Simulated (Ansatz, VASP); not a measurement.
This is a calculation of Ge for Ansatz 0.2.0.

The input input.yaml:

```yaml
crystal:
  lattice:
    - [0.0, 2.82891, 2.82891]
    - [2.82891, 0.0, 2.82891]
    - [2.82891, 2.82891, 0.0]
  atoms:
    - { symbol: Ge, position: [0.75, 0.75, 0.75] }
    - { symbol: Ge, position: [0.5, 0.5, 0.5] }
hamiltonian:
  xc: lda
  pseudopotentials: { kind: paw }
kpoints:
  mp_grid: { grid: [8, 8, 8] }
scf:
  occupations: { method: fermi_dirac, width: 0.05 }
output:
  forces: true
  stress: true
relax:
  f_tol: 0.01
  max_steps: 40
  cell: { stress_tol: 0.05 }
```

Potentials or basis: Ansatz PAW.

Run with:

```sh
$ ansatz run input.yaml --threads 2 --pin off --max-ram 5632MiB --backend cpu --events-out ev --progress --plain --runs-dir out
```

Question: Set up the same calculation for VASP 6.6.1. Potentials there: VASP PAW LDA potentials, release 64 (Ge_d).

Answer: As run (the cutoff follows the program's own potentials):

INCAR

```
SYSTEM = Ge
  PREC = Accurate
  ENCUT = 600
  EDIFF = 1E-6
  ISMEAR = -1
  SIGMA = 0.05
  LREAL = .FALSE.
  LASPH = .TRUE.
  NELM = 60
  ALGO = Fast
  ISIF = 3
  LWAVE = .FALSE.
  LCHARG = .FALSE.
  IBRION = 2
  NSW = 40
  EDIFFG = -0.02
```

KPOINTS

```
regular mesh
0
G
  8 8 8
  0 0 0
```

Contents of POSCAR:

```
Ge
1.0
    0.0000000000      2.8289100000      2.8289100000
    2.8289100000      0.0000000000      2.8289100000
    2.8289100000      2.8289100000      0.0000000000
Ge
2
Direct
    0.7500000000      0.7500000000      0.7500000000
    0.5000000000      0.5000000000      0.5000000000
```

Potentials or basis: VASP PAW LDA potentials, release 64 (Ge_d).

Command:

```sh
$ cat potpaw_LDA.64/Ge_d/POTCAR > POTCAR
$ mpirun -np 1 vasp_std > vasp.out
```

Both were run:

|  | VASP | Ansatz | Ansatz less VASP |
| --- | --- | --- | --- |
| relaxed volume (Å³/atom) | 22.26 | 22.21 | -0.055 |
| relaxed cell length with the largest relative difference (Å) | 3.978 | 3.975 | -0.0033 |
| energy change over the relaxation (meV/atom) | -1 | -2 | -0.3 |

Caveats: the plane-wave basis is chosen anew once the cell has moved, so the energies of steps on either side of that aren't comparable (Ansatz); the PAW data sets come from PBE, with cores solved anew for the run's functional, which leaves a small shift of forces and pressure (Ansatz). Zero-point motion and thermal expansion aren't in these numbers.
